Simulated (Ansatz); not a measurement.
**In: equation of state with r2SCAN**

In:

```
In
1.0
     3.33548    0.00000    0.00000
    -1.66774    2.88861    0.00000
     0.00000    0.00000    5.50914
In
2
Cartesian
  1.6677 0.9629 4.1319
  0.0000 1.9257 1.3773
```

This isn't the form of In at room conditions, which is tetragonal.

```json
{
 "Program": "Ansatz 0.2.0",
 "Task": "equation of state",
 "Functional": "r2SCAN",
 "Potentials or basis": "Ansatz PAW",
 "Cutoff": "500 eV",
 "Density cutoff": "2000 eV",
 "k mesh": "9 × 9 × 5",
 "Occupations": "fermi-dirac, width 0.05 eV",
 "Spin": "no spin polarisation"
}
```

```yaml
Equilibrium_volume: 26.37 Å³/atom
Bulk_modulus_at_fixed_shape_and_positions: 41 GPa
Pressure_derivative_of_the_bulk_modulus: "5.8 (rough: it moves with the points fitted)"
```

Energy against volume, from the lowest point:
| volume (Å³/atom) | energy (meV/atom) |
| --- | --- |
| 24.948 | 11.13 |
| 25.478 | 4.13 |
| 26.009 | 0.56 |
| 26.540 | 0.00 |
| 27.071 | 2.10 |
| 27.602 | 6.51 |
| 28.133 | 12.87 |

All runs of the series together: 69 s on 2 threads of Intel(R) Xeon(R) Processor @ 2.50GHz (Skylake/Cascade Lake), on a shared host.

Caveat: the cell was scaled at fixed shape and fractional positions, which overstates the stiffness of a crystal with free parameters, most of all of layers and chains; the PAW data sets were made with another functional, which shifts forces and pressure a little.
